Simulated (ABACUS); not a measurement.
The system is Y.

```
Y
1.0
     0.00000    2.55199    2.55199
     2.55199    0.00000    2.55199
     2.55199    2.55199    0.00000
Y
1
Direct
  0.00000 0.00000 0.00000
```

This isn't the form of Y at room conditions, which is hcp.

* Program: ABACUS 3.10.1
* Task: single point
* Functional: PBE
* Potentials or basis: PseudoDojo NC SR 0.4.1 PBE standard
* Cutoff: 1361 eV
* Density cutoff: 5442 eV
* Basis: DZP LCAO (the cutoffs set its grid)
* k mesh: 9 × 9 × 9
* Occupations: fermi-dirac, width 0.05 eV
* Spin: no spin polarisation

On this cell: pressure -0.8 GPa; band gap on the k mesh none (metal or under the smearing width).

The same run follows on a disturbed copy (cell strained at random at fixed volume):

```
Y
1.0
     0.02633    2.56043    2.58486
     2.55941    0.04610    2.56509
     2.57995    2.56119    0.02557
Y
1
Direct
  0.01034 0.99772 0.00314
```

What does the disturbed cell give?

The energy (extrapolated to zero smearing) moves by +2.3 meV/atom; pressure -0.8 GPa; band gap on the k mesh none (metal or under the smearing width).

Stress tensor (GPa, compression positive):
```
-0.87 -0.58 -0.09
-0.58 -0.68 -0.56
-0.09 -0.56 -0.92
```

Caveats: the atomic orbitals were generated for these runs and aren't a published set; the basis of atomic orbitals isn't converged, which shifts pressures, moduli and gaps.
